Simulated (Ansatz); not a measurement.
## Structure search: one SiC candidate

Theory: DFT PBE, scalar-relativistic, plane waves, PAW (Ansatz 0.2.0). Cutoff 420 eV, Gaussian smearing, Γ-centred meshes. Cell and atoms relax first on a coarse mesh and then on a finer one. In between, the cell is made exact in the group found at 0.06 Å. In metals the finer mesh still leaves noise of several meV/atom or more. The steps can't lower the symmetry of their start. No spin polarisation in the relaxation; trial moments died out in a coarse test.

A trial structure of SiC was built thus: 4-connected net, two elements alternating (Aea2, No. 41). Its size is a rough estimate.

```cif
data_structure
_symmetry_space_group_name_H-M 'Aea2'
_symmetry_Int_Tables_number 41
_cell_length_a 6.5104
_cell_length_b 4.5215
_cell_length_c 4.8552
_cell_angle_alpha 90.000
_cell_angle_beta 90.000
_cell_angle_gamma 90.000
_cell_volume 142.92
loop_
_atom_site_label
_atom_site_type_symbol
_atom_site_symmetry_multiplicity
_atom_site_Wyckoff_symbol
_atom_site_fract_x
_atom_site_fract_y
_atom_site_fract_z
_atom_site_occupancy
Si1 Si 8 b 0.37876 0.19564 0.06410 1
C1 C 8 b 0.37876 0.80436 0.93590 1
```

Formation energies are uncorrected and refer to the elements' standard structures at the same level.

Q: Where does the relaxation end?

A: The symmetry stays Aea2 (No. 41). The volume per atom grows by 18.1 %, from 8.9 to 10.6 Å³. The shortest distance goes from 1.70 Å (Si–C) to 1.84 Å (Si–C). The energy falls by about 0.33 eV/atom (the start's value is from the coarse mesh). Conventional cell: a = 6.770 Å, b = 5.038 Å, c = 4.951 Å. Si has 3 C at 1.84–1.90 Å and 1 C at 2.04 Å; around C lie 3 Si at 1.84–1.90 Å and 1 Si at 2.04 Å.

```xyz
8
Lattice="6.7705 0.0000 0.0000 0.0000 2.5189 2.4753 0.0000 -2.5189 2.4753" Properties=species:S:1:pos:R:3 pbc="T T T"
Si    2.4914   -1.6015    2.8072
Si    5.8767   -0.9173    2.8072
Si    0.8938    0.9173    2.8072
Si    4.2790    1.6015    2.8072
C     2.5120    1.5031    2.1433
C     5.8972    1.0157    2.1433
C     0.8732   -1.0157    2.1433
C     4.2585   -1.5031    2.1433
```

Q: How does it come out in energy, and is it a metal?

A: The formation energy is +0.40 eV/atom and the gap on the 6×10×10 mesh of the 8-atom cell is 0 eV (a metal).

The separate elements lie lower, so it is unstable against them.

The last run used Gaussian smearing of 0.10 eV. The zero gap may come from the functional, which often closes small gaps. The reference form of C is held partly by dispersion forces, which this level lacks. Symmetry constrained the relaxation, so the result can be a saddle point.
